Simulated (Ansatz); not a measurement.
Input and command of a plane-wave DFT calculation in Ansatz:

```yaml
crystal:
  lattice:
    - [3.5500426136, 3.5500426136, 0.0]
    - [-3.5500426136, 3.5500426136, 0.0]
    - [0.0, 0.0, 7.1000852273]
  atoms:
    - { symbol: Sr, position: [0.0, 0.0, 0.0] }
    - { symbol: Sr, position: [0.5, 0.5, 0.5] }
    - { symbol: Cl, position: [0.0, 0.5, 0.75] }
    - { symbol: Cl, position: [0.5, 0.0, 0.75] }
    - { symbol: Cl, position: [0.5, 0.0, 0.25] }
    - { symbol: Cl, position: [0.0, 0.5, 0.25] }
basis:
  ecutwfc: 500
kpoints:
  mp_grid: { grid: [6, 6, 4] }
hamiltonian:
  xc: r2scan
scf:
  occupations: { method: gaussian, width: 0.02 }
output:
  forces: true
  stress: true
  eigenvalues: true
```

```bash
ansatz run input.yaml --threads 1 --pin off --max-ram 2560MiB --backend cpu --events-out ev --progress --plain --runs-dir out
```

Processor: Arm Neoverse V2, 1 thread, on a host shared with other jobs.

**Question.** How long does it run, and how much memory does it take?

**Answer.** About 17 s on 1 thread of Arm Neoverse V2, with other jobs on the host, peak memory 0.8 GiB. It solves 30 bands at 30 k points (the mesh reduced by symmetry) with about 4501 plane waves, in 6 SCF iterations.
